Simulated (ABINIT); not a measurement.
# As in ABINIT: the effect of functional

The system is As.

```xyz
2
Lattice="1.8808 1.0859 3.5141 -1.8808 1.0859 3.5141 0.0000 -2.1718 3.5141" Properties=species:S:1:pos:R:3 pbc="T T T"
As    0.0000    0.0000    2.3825
As    0.0000    0.0000    8.1597
```

Alike in all runs:

| Item | Value |
| --- | --- |
| Program | ABINIT 10.8.3 (patched build) |
| Task | band structure |
| Potentials or basis | JTH PAW PBE v2.0 |
| Cutoff | 490 eV |
| k mesh | 9 × 9 × 9 |
| Occupations | fermi-dirac, width 0.05 eV |
| Spin | no spin polarisation |

```csv
functional,pressure (GPa),largest force (eV/Å)
PBE,3.8,0.45
LDA,-1.3,0.28
PBEsol,0.4,0.39
RPBE,5.5,0.49
BLYP,9.0,0.44
AM05,0.4,0.34
r2SCAN,1.9,0.16
SCAN,0.8,0.14
revPBE,?,?
PW91,3.8,0.44
WC,0.6,0.40
```

**Question.** What does the run with functional revPBE give?

**Answer.** Pressure 5.0 GPa; largest force 0.48 eV/Å.

Caveats: the PAW data sets were made with another functional, which shifts forces and pressure a little (some runs).
